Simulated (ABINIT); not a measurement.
Input of an ABINIT 10.8.3 (patched build) run:

Contents of run.abi:

```
# Datasets: one volume each
ndtset 7
getwfk -1
scalecart1 3*0.9795861087
scalecart2 3*0.9864848297
scalecart3 3*0.9932883884
scalecart4 3*1.0000000000
scalecart5 3*1.0066227096
scalecart6 3*1.0131594038
scalecart7 3*1.0196128224

# Pseudopotentials
pp_dirpath "./"
pseudos "Pb.GGA_PBE-JTH.xml"

# Structure
acell 6.4796270145 6.4796270145 6.4796270145
rprim
    -0.5773502692     0.5773502692     0.5773502692
     0.5773502692    -0.5773502692     0.5773502692
     0.5773502692     0.5773502692    -0.5773502692
ntypat 1
znucl 82
natom 1
typat 1
xred
     0.0000000000     0.0000000000     0.0000000000

# Plane-wave basis
ecut 26.0
pawecutdg 48.0

# k points
kptopt 1
ngkpt 9 9 9
nshiftk 1
shiftk 0.0 0.0 0.0

# Exchange and correlation
ixc -497498
usekden 1
pawxcdev 0

# Bands and occupations
nband 11
occopt 3
tsmear 0.05 eV

# SCF cycle
nstep 100
tolvrs 1.0e-7

# Output
iomode 3
prtwf 1
prtden 0
prteig 0
prtebands 0
```

Potentials or basis: JTH PAW PBE v2.0.

Run with:

```console
$ abinit run.abi > log 2>&1
```

(1) What does it give for the pressure derivative of the bulk modulus?

(2) Predict the bulk modulus.

(3) Estimate the equilibrium volume.

## Answers

(1) 5.7.

(2) 44 GPa.

(3) 30.90 Å³/atom.

Caveat: pressures at fixed basis lie under the slope of the energies; the PAW data sets were made with another functional, which shifts forces and pressure a little.
